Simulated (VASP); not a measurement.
# Se (R-3m) in VASP: a series of runs

The runs below take Se through relaxation of cell and atoms, with PBE.

Everything below comes from runs of VASP 6.6.1. Logs are shortened: lines on timing, memory, paths and dates and some standing lists are left out, and cuts for length are marked.

**1. Starting point**

Symmetry: R-3m, No. 166, trigonal system. Conventional cell: a = 3.850 Å, b = 3.850 Å, c = 2.645 Å, α = 90.00°, β = 90.00°, γ = 120.00°. Around Se (site symmetry -3m) lie 8 Se at 2.39 to 2.65 Å.

This isn't the form of Se at room conditions, which is trigonal, of chains.

**2. Relaxation of cell and atoms, PBE, target pressure 110 GPa, at which the enthalpy is minimised**

Contents of INCAR:

```
PREC = Accurate
ENCUT = 520
EDIFF = 1E-7
ISMEAR = 0
SIGMA = 0.02
LREAL = False
LASPH = True
NELM = 100
ALGO = Fast
ISIF = 3
LWAVE = False
LCHARG = False
GGA = PE
IBRION = 2
NSW = 80
EDIFFG = -0.002
PSTRESS = 1100.0
```

Contents of KPOINTS:

```
regular mesh
0
Gamma
  9 9 9
```

Contents of POSCAR:

```
Se
1.0
    1.9250000000      1.1113992700      0.8816666700
   -1.9250000000      1.1113992700      0.8816666700
    0.0000000000     -2.2227985400      0.8816666700
Se
1
Direct
    0.0000000000      0.0000000000      0.0000000000
```

Potentials or basis: VASP PAW PBE potentials, release 64 (Se).

Launch:

```console
$ cat potpaw_PBE.64/Se/POTCAR > POTCAR
$ mpirun -np 1 vasp_std > vasp.out
```

OUTCAR:

```text
PREC = Accurate
   ENCUT = 520
   EDIFF = 1E-7
   ISMEAR = 0
   LREAL = False
   LASPH = True
   NELM = 100
   ISIF = 3
   GGA = PE
   IBRION = 2
   NSW = 80
   EDIFFG = -0.002
   PSTRESS = 1100.0

 ion  position               nearest neighbor table
   1  0.000  0.000  0.000-

  LATTYP: Found a trigonal (rhomboedric) cell.
 ALAT       =     2.3912694232
 COS(alpha) =    -0.2960878580

  Lattice vectors:

 A1 = (   1.9250000000,   1.1113992700,   0.8816666700)
 A2 = (  -1.9250000000,   1.1113992700,   0.8816666700)
 A3 = (   0.0000000000,  -2.2227985400,   0.8816666700)

Analysis of symmetry for initial positions (statically):
=====================================================================
 Subroutine PRICEL returns:
 Original cell was already a primitive cell.

 Routine SETGRP: Setting up the symmetry group for a
 trigonal (rhombohedral) supercell.

 Subroutine GETGRP returns: Found 12 space group operations
 (whereof 12 operations were pure point group operations)
 out of a pool of 12 trial point group operations.

The static configuration has the point symmetry D_3d.

Analysis of symmetry for dynamics (positions and initial velocities):
=====================================================================
 Subroutine PRICEL returns:
 Original cell was already a primitive cell.

 Routine SETGRP: Setting up the symmetry group for a
 trigonal (rhombohedral) supercell.

 Subroutine GETGRP returns: Found 12 space group operations
 (whereof 12 operations were pure point group operations)
 out of a pool of 12 trial point group operations.

The dynamic configuration has the point symmetry D_3d.

 Subroutine INISYM returns: Found 12 space group operations
 (whereof 12 operations are pure point group operations),
 and found     1 'primitive' translations

----------------------------------------------------------------------------------------

                                     Primitive cell

  volume of cell :      11.3177

  direct lattice vectors                    reciprocal lattice vectors
     1.925000000  1.111399270  0.881666670     0.259740260  0.149961109  0.378071832
    -1.925000000  1.111399270  0.881666670    -0.259740260  0.149961109  0.378071832
     0.000000000 -2.222798540  0.881666670     0.000000000 -0.299922217  0.378071832

  length of vectors
     2.391269423  2.391269423  2.391269426     0.482588486  0.482588486  0.482588486

  position of ions in fractional coordinates (direct lattice)
     0.000000000  0.000000000  0.000000000

  ion indices of the primitive-cell ions
   primitive index   ion index
                 1           1

[... 92 lines left out ...]
  volume/ion in A,a.u.               =      11.32        76.38
  Fermi-wavevector in a.u.,A,eV,Ry     =   1.324971  2.503832 23.885687  1.755548
  Thomas-Fermi vector in A             =   2.454466
   LORBIT       =      0    0 simple, 1 ext, 2 COOP (PROOUT), +10 PAW based schemes
   GGA     = PE    functional components
   LHFCALC =     F    Hartree Fock is set to
   AEXX    =    0.0000 exact exchange contribution
   IVDW    =     0    specifies the selected vdW correction
   LEPSILON=     F    determine dielectric tensor
   LRPA    =     F    only Hartree local field effects (RPA)
 conjugate gradient relaxation of ions
 non-spin polarized calculation
 RMM-DIIS sequential band-by-band and
 Gauss-broadening in eV      SIGMA  =   0.02
  energy-cutoff  :      520.00
  volume of cell :       11.32
 maximum number of plane-waves:       319
 NGX is ok and might be reduce to    18
   NGX =  9   NGY =  9   NGZ =  9

--------------------------------------- Ionic step        1  -------------------------------------------

 number of electron       6.0000000 magnetization

 Free energy of the ion-electron system (eV)
  ---------------------------------------------------
  ext. energy  EPLUGINS =         0.00000000
  ---------------------------------------------------
  free energy    TOTEN  =        -0.23470616 eV

  energy without entropy =       -0.23450085  energy(sigma->0) =       -0.23460351

------------------------ aborting loop because EDIFF is reached ----------------------------------------

  FORCE on cell =-STRESS in cart. coord.  units (eV):
  Direction    XX          YY          ZZ          XY          YZ          ZX
  --------------------------------------------------------------------------------------
  -------------------------------------------------------------------------------------
  Total       11.1951158     11.1951158     11.6296264      0.0000000     -0.0000000      0.0000000
  in kB     1584.8299013   1584.8299064   1646.3411467      0.0000000     -0.0000000      0.0000000
  external PRESSURE =     505.3336515 kB  Pullay stress =    1100.0000000 kB
[... 24 lines left out ...]
--------------------------------------- Ionic step        2  -------------------------------------------

 number of electron       6.0000000 magnetization

 E-fermi :   6.8931     XC(G=0): -11.0883

 val. band max:        6.8885928196   @ k =  -0.3333  -0.4444   0.2222
 cond. band min:       6.9037619714   @ k =  -0.2222   0.1111   0.1111
 fundamental gap:      0.0151691517
 Fermi energy:         6.8931396992

 k-point     1 :       0.0000    0.0000    0.0000
  band No.  band energies     occupation
      1     -10.3102      2.00000
      2       9.3692      0.00000
      3      10.8428      0.00000
      4      10.8428      0.00000
      5      18.2477      0.00000
      6      18.2477      0.00000
      7      18.4054      0.00000
[... 299 lines left out ...]
  energy  without entropy=       -1.3234621501  energy(sigma->0) =       -1.32353244

  enthalpy is  TOTEN    =         7.3767776971 eV   P V=        8.7003804298

[... ionic steps 4 to 20 ...]

--------------------------------------- Ionic step       21  -------------------------------------------

 number of electron       6.0000001 magnetization

------------------------ aborting loop because EDIFF is reached ----------------------------------------
[... 69 lines left out ...]
--------------------------------------- Ionic step       23  -------------------------------------------

 number of electron       6.0000001 magnetization

 Free energy of the ion-electron system (eV)
  ---------------------------------------------------
  ext. energy  EPLUGINS =         0.00000000
  ---------------------------------------------------
  free energy    TOTEN  =        -1.20744261 eV

  energy without entropy =       -1.20744185  energy(sigma->0) =       -1.20744223

 E-fermi :  13.0386     XC(G=0): -12.9235

 val. band max:       12.9915714688   @ k =   0.4444   0.4444   0.2222
 cond. band min:      13.0882509082   @ k =  -0.4444   0.4444   0.2222
 fundamental gap:      0.0966794394
 Fermi energy:        13.0385758328

 k-point     1 :       0.0000    0.0000    0.0000
  band No.  band energies     occupation
      1      -9.1676      2.00000
      2      16.9644      0.00000
      3      19.5087      0.00000
      4      19.5087      0.00000
      5      24.0437      0.00000
      6      24.0437      0.00000
      7      27.1991      0.00000
[... 262 lines left out ...]
  energy  without entropy=       -1.2074418512  energy(sigma->0) =       -1.20744223

  enthalpy is  TOTEN    =         7.3701473961 eV   P V=        8.5775900073

 reached required accuracy - stopping structural energy minimisation
```

OSZICAR:

```text
N       E                     dE             d eps       ncg     rms          rms(c)
DAV:   1     0.107698993082E+02    0.10770E+02   -0.35754E+03  1267   0.795E+02
DAV:   2    -0.168355040934E+00   -0.10938E+02   -0.10583E+02  1694   0.840E+01
[... 143 lines left out ...]
DAV:   1    -0.120681247424E+01   -0.31518E-03   -0.47310E-07  1540   0.479E-03    0.101E-03
RMM:   2    -0.120681244270E+01    0.31539E-07   -0.64324E-09   533   0.837E-04
  22 F= 0.73701475E+01 E0= 0.73701478E+01  d E =-.271054E-06
       N       E                     dE             d eps       ncg     rms          rms(c)
DAV:   1    -0.120744269105E+01   -0.63022E-03   -0.19285E-06  1526   0.967E-03    0.201E-03
RMM:   2    -0.120744261117E+01    0.79878E-07   -0.26634E-08   602   0.170E-03
  23 F= 0.73701474E+01 E0= 0.73701478E+01  d E =-.350817E-06
```

Run time: 36 s. Hardware: 1 thread of Intel Xeon Platinum 8488C (Sapphire Rapids), shared host; peak memory 0.12 GiB.

Results:

```yaml
Free_energy: -1.2074 eV
Relaxed_volume: 12.49 Å³/atom
Relaxed_cell: a = 2.438 Å, b = 2.438 Å, c = 2.438 Å, α = 105.65°, β = 105.65°, γ = 105.65°
Space_group_after_relaxing_to_0.05_Å: R-3m (No. 166)
Energy_change_on_relaxing_the_enthalpy_is_what_falls: -972.7 meV/atom
Ionic_steps: 23
Pressure_after_relaxing: 110.0 GPa
Band_gap_on_the_k_mesh: none (metal or under the smearing width)
```

The path:
| step | energy change (eV) | largest force (eV/Å) | pressure (GPa) | volume (Å³) |
| --- | --- | --- | --- | --- |
| 1 | 0.0000 | 0.0000 | 160.53 | 11.32 |
| 2 | -2.6447 | 0.0000 | 11.97 | 18.23 |
| 3 | -1.0889 | 0.0000 | 101.62 | 12.67 |
| 4 | -0.9463 | 0.0000 | 109.34 | 12.46 |
| 5 | -0.9302 | 0.0000 | 110.19 | 12.43 |
| 6 | -0.9284 | 0.0000 | 110.14 | 12.43 |
| 7 | -0.9212 | 0.0000 | 110.54 | 12.41 |
| 8 | -0.8892 | 0.0000 | 114.52 | 12.37 |
| 9 | -0.8917 | 0.0000 | 114.42 | 12.38 |
| 10 | -0.8981 | 0.0000 | 114.19 | 12.39 |
| 11 | -0.9022 | 0.0000 | 113.96 | 12.39 |
| 12 | -0.9145 | 0.0000 | 113.27 | 12.41 |
| 13 | -0.9389 | 0.0000 | 111.91 | 12.44 |
| 14 | -0.9869 | 0.0000 | 109.22 | 12.51 |
| 15 | -0.9731 | 0.0000 | 109.99 | 12.49 |
| 16 | -0.9716 | 0.0000 | 110.05 | 12.49 |
| 17 | -0.9716 | 0.0000 | 110.07 | 12.49 |
| 18 | -0.9715 | 0.0000 | 110.07 | 12.49 |
| 19 | -0.9716 | 0.0000 | 110.07 | 12.49 |
| 20 | -0.9716 | 0.0000 | 110.07 | 12.49 |
| 21 | -0.9718 | 0.0000 | 110.06 | 12.49 |
| 22 | -0.9721 | 0.0000 | 110.05 | 12.49 |
| 23 | -0.9727 | 0.0000 | 110.02 | 12.49 |

Final structure:
```
Se
1.0
     1.94294    1.12176    0.95537
    -1.94294    1.12176    0.95537
     0.00000   -2.24352    0.95537
Se
1
Cartesian
  0.0000 0.0000 0.0000
```

Caveat: the cell is relaxed towards a set pressure, so the enthalpy falls and the energy may rise. PBE usually gives volumes a little too large and moduli too small.

**3. Relaxation of cell and atoms, PBE, target pressure 110 GPa, at which the enthalpy is minimised**

This run uses another cell than the first one, of 12.49 Å³/atom, 1.104 times its volume.

INCAR is that of step 2.

KPOINTS is that of step 2.

Contents of POSCAR:

```
Se                                      
1.0
    1.9429443961      1.1217594995      0.9553704468
   -1.9429443961      1.1217594995      0.9553704468
    0.0000000000     -2.2435189991      0.9553704468
  Se            
     1
Direct
     0.0000000000000000    0.0000000000000000    0.0000000000000000
```

Potentials or basis: VASP PAW PBE potentials, release 64 (Se).

Launch:

```console
$ cat potpaw_PBE.64/Se/POTCAR > POTCAR
$ mpirun -np 1 vasp_std > vasp.out
```

Wall time 6.3 s (1 thread of Intel Xeon Platinum 8488C (Sapphire Rapids), shared host); peak memory 0.12 GiB.

It converged, with:

```
Free energy             : -1.2077 eV
Pressure after relaxing : 110.0 GPa
Band gap on the k mesh  : none (metal or under the smearing width)
```

Final structure:
```cif
data_structure
_symmetry_space_group_name_H-M 'P 1'
_symmetry_Int_Tables_number 1
_cell_length_a 2.4385
_cell_length_b 2.4385
_cell_length_c 2.4385
_cell_angle_alpha 105.649
_cell_angle_beta 105.649
_cell_angle_gamma 105.649
_cell_volume 12.49
loop_
_atom_site_label
_atom_site_type_symbol
_atom_site_fract_x
_atom_site_fract_y
_atom_site_fract_z
_atom_site_occupancy
Se1 Se 0.00000 0.00000 0.00000 1
```

Levels at points of the mesh, in eV from the Fermi level:
```
           k point  band 1  band 2  band 3  band 4  band 5  band 6  band 7
(0.00, 0.00, 0.00)  -22.21    3.93    6.47    6.47   11.00   11.00   14.16
```

Caveat: the relaxation stopped at its first step, so nothing moved; the cell is relaxed towards a set pressure, so the enthalpy falls and the energy may rise.
